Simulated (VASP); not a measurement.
# AlNi (Pm-3m) in VASP: a series of runs, part 2 of 2

VASP 6.6.1.

## 3. Relaxation of cell and atoms, r2SCAN+rVV10, collinear spin, ferromagnetic start

INCAR

```
SYSTEM = AlNi
  PREC = Accurate
  ENCUT = 600
  EDIFF = 1E-7
  ISMEAR = 0
  SIGMA = 0.1
  LREAL = .FALSE.
  LASPH = .TRUE.
  NELM = 150
  ALGO = Normal
  ISIF = 3
  LWAVE = .FALSE.
  LCHARG = .FALSE.
  ISPIN = 2
  MAGMOM = 0 1
  LORBIT = 11
  LMAXMIX = 4
  METAGGA = R2SCAN
  LMIXTAU = .TRUE.
  LUSE_VDW = .TRUE.
  IVDW_NL = 2
  BPARAM = 11.95
  CPARAM = 0.0093
  IBRION = 2
  NSW = 90
  EDIFFG = -0.005
```

KPOINTS

```
Automatic mesh
0
G
  14 14 14
  0 0 0
```

POSCAR

```
AlNi
1.0
    2.8597112900      0.0000000000      0.0000000000
    0.0000000000      2.8597112900      0.0000000000
    0.0000000000      0.0000000000      2.8597112900
Al Ni
1 1
Direct
    0.5000000000      0.5000000000      0.5000000000
    0.0000000000      0.0000000000      0.0000000000
```

Potentials or basis: VASP PAW PBE potentials, release 64 (Al, Ni).

Launch:

```bash
$ cat potpaw_PBE.64/Al/POTCAR potpaw_PBE.64/Ni/POTCAR > POTCAR
$ mpirun -np 1 vasp_std > vasp.out
```

OUTCAR:

```text
SYSTEM = AlNi
   PREC = Accurate
   ENCUT = 600
   EDIFF = 1E-7
   ISMEAR = 0
   LREAL = .FALSE.
   LASPH = .TRUE.
   NELM = 150
   ISIF = 3
   ISPIN = 2
   LORBIT = 11
   METAGGA = R2SCAN
   IVDW_NL = 2
   BPARAM = 11.95
   IBRION = 2
   NSW = 90
   EDIFFG = -0.005

 ion  position               nearest neighbor table
   1  0.500  0.500  0.500-   2 2.48   2 2.48   2 2.48   2 2.48   2 2.48   2 2.48   2 2.48   2 2.48

   2  0.000  0.000  0.000-   1 2.48   1 2.48   1 2.48   1 2.48   1 2.48   1 2.48   1 2.48   1 2.48

  LATTYP: Found a simple cubic cell.
 ALAT       =     2.8597112900

  Lattice vectors:

 A1 = (   2.8597112900,   0.0000000000,   0.0000000000)
 A2 = (   0.0000000000,   2.8597112900,   0.0000000000)
 A3 = (   0.0000000000,   0.0000000000,   2.8597112900)

Analysis of symmetry for initial positions (statically):
=====================================================================
 Subroutine PRICEL returns:
[... 612 lines left out ...]
      1       1.5544      1.00000
      2       5.6591      1.00000
      3       7.1486      1.00000
      4       7.7308      1.00000
      5       7.9950      1.00000
      6       8.3545      1.00000
      7      10.1279      0.79597
      8      14.2783      0.00000
      9      18.5601      0.00000
     10      20.1038      0.00000
     11      22.6912      0.00000

 [... further k-points ...]

 spin component 2

 k-point     1 :       0.0000    0.0000    0.0000
  band No.  band energies     occupation
      1      -1.6997      1.00000
      2       6.7437      1.00000
      3       6.7437      1.00000
      4       8.5616      1.00000
      5       8.5616      1.00000
      6       8.5616      1.00000
      7      16.2182      0.00000
      8      16.2182      0.00000
      9      16.2182      0.00000
     10      18.6946      0.00000
     11      18.6946      0.00000
[... 351 lines left out ...]
  FREE ENERGIE OF THE ION-ELECTRON SYSTEM (eV)
  ---------------------------------------------------
  free  energy   TOTEN  =       -19.7525357151 eV

  energy  without entropy=      -19.7474498205  energy(sigma->0) =      -19.74999277

 reached required accuracy - stopping structural energy minimisation

 total charge

# of ion       s       p       d       tot
------------------------------------------
    1        0.384   0.438   0.000   0.822
    2        0.498   0.564   8.494   9.556
--------------------------------------------------
tot          0.882   1.002   8.494  10.378

 magnetization (x)

# of ion       s       p       d       tot
------------------------------------------
    1        0.000   0.000   0.000   0.000
    2       -0.000  -0.000  -0.000  -0.000
--------------------------------------------------
tot          0.000   0.000  -0.000  -0.000
```

OSZICAR:

```text
N       E                     dE             d eps       ncg     rms          rms(c)
DAV:   1     0.367235406524E+02    0.36724E+02   -0.67775E+03  5304   0.153E+03
DAV:   2    -0.207300894712E+02   -0.57454E+02   -0.53984E+02  5354   0.223E+02
DAV:   3    -0.224568661461E+02   -0.17268E+01   -0.17078E+01  6159   0.480E+01
DAV:   4    -0.224840127847E+02   -0.27147E-01   -0.27132E-01  6163   0.529E+00
[... 30 lines left out ...]
DAV:   5    -0.197525331444E+02    0.79313E-06   -0.13757E-05  7193   0.596E-02    0.326E-03
DAV:   6    -0.197525342905E+02   -0.11461E-05   -0.26160E-06  5631   0.235E-02    0.247E-03
DAV:   7    -0.197525360184E+02   -0.17279E-05   -0.84891E-07  5502   0.987E-03    0.125E-03
DAV:   8    -0.197525357310E+02    0.28746E-06   -0.11387E-07  2700   0.557E-03    0.278E-04
DAV:   9    -0.197525357151E+02    0.15826E-07   -0.15250E-08  2679   0.240E-03
   3 F= -.19752536E+02 E0= -.19749993E+02  d E =-.154339E-03  mag=    -0.0000
```

Run time: 3.7 min. Hardware: 1 thread of Intel Xeon 6975P-C (Granite Rapids), shared host; peak memory 0.28 GiB.

Results:

```yaml
Free_energy: -19.7525 eV
Relaxed_volume: 11.65 Å³/atom
Relaxed_cell: a = 2.856 Å, b = 2.856 Å, c = 2.856 Å, α = 90.00°, β = 90.00°, γ = 90.00°
Space_group_after_relaxing_to_0.05_Å: Pm-3m (No. 221)
Energy_gained_by_relaxing: 0.1 meV/atom
Ionic_steps: 3
Pressure_after_relaxing: 0.0 GPa
Band_gap_on_the_k_mesh: none (metal or under the smearing width)
Net_moment: 0.00 μB per cell
Valence_electrons_inside_the_program's_atomic_spheres: Al 0.82; Ni 9.56
```

Step by step:
```
step  energy change (eV)  largest force (eV/Å)  pressure (GPa)  volume (Å³)
   1              0.0000                0.0000           -0.60        23.39
   2              0.0000                0.0000            0.52        23.24
   3             -0.0002                0.0000            0.01        23.31
```

Final structure:
```yaml
crystal:
  lattice:
    - [2.85642, 0.00000, 0.00000]
    - [0.00000, 2.85642, 0.00000]
    - [0.00000, 0.00000, 2.85642]
  atoms:
    - { symbol: Al, position: [0.50000, 0.50000, 0.50000] }
    - { symbol: Ni, position: [0.00000, 0.00000, 0.00000] }
```

Caveat: the PAW data sets were made with another functional, which shifts forces and pressure a little.
